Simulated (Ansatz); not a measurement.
Input of an Ansatz 0.2.0 run:

The input input.yaml:

```yaml
crystal:
  lattice:
    - [0.0, 2.72525, 2.72525]
    - [2.72525, 0.0, 2.72525]
    - [2.72525, 2.72525, 0.0]
  atoms:
    - { symbol: Ga, position: [0.0, 0.0, 0.0] }
    - { symbol: P, position: [0.75, 0.75, 0.75] }
hamiltonian:
  xc: b3lyp
  pseudopotentials: { kind: paw }
kpoints:
  mp_grid: { grid: [5, 5, 5] }
  band_path:
    path:
      - [[0.0, 0.0, 0.0], [0.5, 0.0, 0.5], [0.5, 0.25, 0.75], [0.375, 0.375, 0.75], [0.0, 0.0, 0.0], [0.5, 0.5, 0.5], [0.625, 0.25, 0.625], [0.5, 0.25, 0.75], [0.5, 0.5, 0.5], [0.375, 0.375, 0.75]]
      - [[0.625, 0.25, 0.625], [0.5, 0.0, 0.5]]
    npoints: 4
scf:
  occupations: { method: fermi_dirac, width: 0.05 }
  n_extra_bands: 6
output:
  forces: true
  stress: true
  eigenvalues: true
  fatbands: false
```

Potentials or basis: Ansatz PAW.

Run with:

```bash
$ ansatz run input.yaml --threads 2 --pin off --max-ram 5632MiB --backend cpu --events-out ev --progress --plain --runs-dir out
```

**Question.** Estimate the band gap along the path.

**Answer.** 2.86 eV, indirect (least direct gap 3.02 eV).

**Question.** What does it give for the pressure?

**Answer.** 3.9 GPa.

**Question.** What does it give for the band gap on the k mesh?

**Answer.** 2.82 eV, indirect (least direct gap 3.02 eV).

Levels at the corners of the path, in eV from the valence-band top:
```
point  band 5  band 6  band 7  band 8  band 9  band 10  band 11  band 12  band 13  band 14
    Γ  -16.69  -13.58    0.00    0.00    0.00     3.02     5.20     5.20     5.20    10.39
    X  -16.67  -10.45   -7.31   -2.86   -2.86     2.89     3.07    12.30    12.30    12.88
    W  -16.68  -10.36   -7.08   -3.80   -3.61     6.07     6.30     7.56     7.58    13.28
    K  -16.68  -10.49   -7.08   -4.18   -2.41     3.44     6.20     9.82     9.83    10.88
    Γ  -16.69  -13.58    0.00    0.00    0.00     3.02     5.20     5.20     5.20    10.39
    L  -16.68  -11.41   -7.15   -1.19   -1.19     2.88     6.09     6.09     9.86    12.54
    U  -16.68  -10.49   -7.08   -4.18   -2.41     3.44     6.20     9.82     9.83    10.88
    W  -16.68  -10.36   -7.08   -3.80   -3.61     6.07     6.30     7.56     7.58    13.28
    L  -16.68  -11.41   -7.15   -1.19   -1.19     2.88     6.09     6.09     9.86    12.54
    K  -16.68  -10.49   -7.08   -4.18   -2.41     3.44     6.20     9.82     9.83    10.88
    U  -16.68  -10.49   -7.08   -4.18   -2.41     3.44     6.20     9.82     9.83    10.88
    X  -16.67  -10.45   -7.31   -2.86   -2.86     2.89     3.07    12.30    12.30    12.88
```

Caveat: the PAW data sets come from PBE, with cores solved anew for the run's functional, which leaves a small shift of forces and pressure; the thresholds are loose for stress.

The gap isn't set beside the measured one, since this odd mesh misses points on the zone boundary.
